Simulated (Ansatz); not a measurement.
Here is an Ansatz 0.2.0 calculation.

The input input.yaml:

```yaml
crystal:
  lattice:
    - [0.0, 3.49531583, 2.16609124]
    - [1.2516321, 0.0, 2.16609124]
    - [1.2516321, 3.49531583, 0.0]
  atoms:
    - { symbol: "N", position: [0.66665134, 0.66665134, 0.33334866] }
    - { symbol: B, position: [4.865e-05, 4.865e-05, 0.99995135] }
hamiltonian:
  xc: r2scan
  pseudopotentials: { kind: paw }
kpoints:
  mp_grid: { grid: [13, 13, 13] }
  band_path:
    path:
      - [[0.0, 0.0, 0.0], [-0.5, -0.5, 0.0], [-1.0, -0.5, -0.5], [-0.5, 0.0, -0.5], [0.0, 0.0, 0.0], [0.0, -0.3655286517, -0.3655286517], [-0.5, -0.6985850042, -0.1985850042], [-0.5, -0.5, 0.0]]
      - [[-1.0, -0.5, -0.5], [-1.0, -0.6344713483, -0.6344713483]]
      - [[0.0, -0.3655286517, -0.3655286517], [-0.5, -0.3014149958, -0.8014149958], [-0.5, 0.0, -0.5]]
      - [[-0.5, -0.5, -0.5], [0.0, 0.0, 0.0]]
    npoints: 14
scf:
  occupations: { method: fermi_dirac, width: 0.05 }
  n_extra_bands: 6
output:
  forces: true
  stress: true
  eigenvalues: true
  fatbands: false
  write_density: true
  write_potential: true
  elf: true
  volumetric_format: npy
```

Potentials or basis: Ansatz PAW.

Command:

```console
$ ansatz run input.yaml --threads 2 --pin off --max-ram 5632MiB --backend cpu --events-out ev --progress --plain --runs-dir out
```

Task: Predict the pressure.

Result: -0.5 GPa.

Task: Predict the band gap on the k mesh.

Result: 4.38 eV, indirect (least direct gap 5.29 eV).

Task: What does it give for the largest force?

Result: 0.008 eV/Å.

Task: Predict the band gap along the path.

Result: 4.25 eV, indirect (least direct gap 5.18 eV).

Levels at the corners of the path, in eV from the valence-band top:
```
point  band 1  band 2  band 3  band 4  band 5  band 6  band 7  band 8
    Γ  -18.94   -4.69   -1.52   -1.51    5.11   12.26   12.32   14.10
    Y  -15.71   -9.51   -4.43   -0.59    6.38    9.98   12.71   14.33
    T  -15.61   -9.32   -4.47   -1.56    4.25   10.52   15.25   19.62
    Z  -18.75   -6.37   -1.54   -1.51   10.16   12.21   12.28   12.56
    Γ  -18.94   -4.69   -1.52   -1.51    5.11   12.26   12.32   14.10
    X  -15.12   -8.50   -7.24   -0.60    4.72   12.89   14.32   18.22
   A1  -15.18   -8.43   -7.37   -0.48    5.56   13.71   14.33   15.60
    Y  -15.71   -9.51   -4.43   -0.59    6.38    9.98   12.71   14.33
    T  -15.61   -9.32   -4.47   -1.56    4.25   10.52   15.25   19.62
   X1  -15.12   -8.50   -7.24   -0.60    4.72   12.89   14.32   18.22
    X  -15.12   -8.50   -7.24   -0.60    4.72   12.89   14.32   18.22
    A  -15.18   -8.43   -7.37   -0.48    5.56   13.71   14.33   15.60
    Z  -18.75   -6.37   -1.54   -1.51   10.16   12.21   12.28   12.56
    L  -15.67   -9.42   -4.43   -1.10    5.12   10.44   13.96   16.32
    Γ  -18.94   -4.69   -1.52   -1.51    5.11   12.26   12.32   14.10
```

Caveat: the k mesh misses the band edges, so the gap on the mesh is wider than the one along the path; the PAW data sets come from PBE, with cores solved anew for the run's functional, which leaves a small shift of forces and pressure. r2SCAN opens gaps a little over a GGA but as a rule still falls short of measured ones.
